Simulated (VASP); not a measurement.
Wanted: the native input for a VASP 6.6.1 run.

```yaml
Task: relaxation of cell and atoms
Functional: PBE
Potentials_or_basis: VASP PAW PBE potentials, release 64 (Mg)
Cutoff: 600 eV
k_mesh: 16 × 16 × 8
Occupations: gaussian, width 0.05 eV
Spin: no spin polarisation
Dipole_correction: no
Further_INCAR_settings: ALGO = Normal; EDIFF = 1e-06; IBRION = 2; EDIFFG = -0.01; NSW = 80; ISIF = 3
```

The structure of Mg lies in POSCAR:

```
Mg
1.0
    3.2100000000      0.0000000000      0.0000000000
   -1.6050000000      2.7799415461      0.0000000000
    0.0000000000      0.0000000000      5.2130400000
Mg
2
Direct
    0.3333333333      0.6666666667      0.7500000000
    0.6666666667      0.3333333333      0.2500000000
```

The input as run:

INCAR

```
SYSTEM = Mg
PREC = Accurate
ENCUT = 600
EDIFF = 1E-6
ISMEAR = 0
SIGMA = 0.05
LREAL = .FALSE.
LASPH = .TRUE.
NELM = 80
ALGO = Normal
ISIF = 3
LWAVE = .FALSE.
LCHARG = .FALSE.
GGA = PE
IBRION = 2
NSW = 80
EDIFFG = -0.01
```

KPOINTS

```
regular mesh
0
G
  16 16 8
  0 0 0
```

Potentials or basis: VASP PAW PBE potentials, release 64 (Mg).

Launch:

```bash
$ cat potpaw_PBE.64/Mg/POTCAR > POTCAR
$ mpirun -np 1 vasp_std > vasp.out
```

It gave:

```json
{
  "Relaxed volume": "22.86 Å³/atom",
  "Relaxed cell": "a = 3.202 Å, b = 3.202 Å, c = 5.151 Å, α = 90.00°, β = 90.00°, γ = 120.00°",
  "Space group after relaxing (to 0.05 Å)": "P6_3/mmc (No. 194)",
  "Energy gained by relaxing": "0.9 meV/atom",
  "Ionic steps": "5",
  "Pressure after relaxing": "0.0 GPa",
  "Band gap on the k mesh": "none (metal or under the smearing width)"
}
```

Run time: 2 min on 1 thread of AMD EPYC 7R43 64-Core Processor (Zen 3) (shared host), peak memory 0.18 GiB.
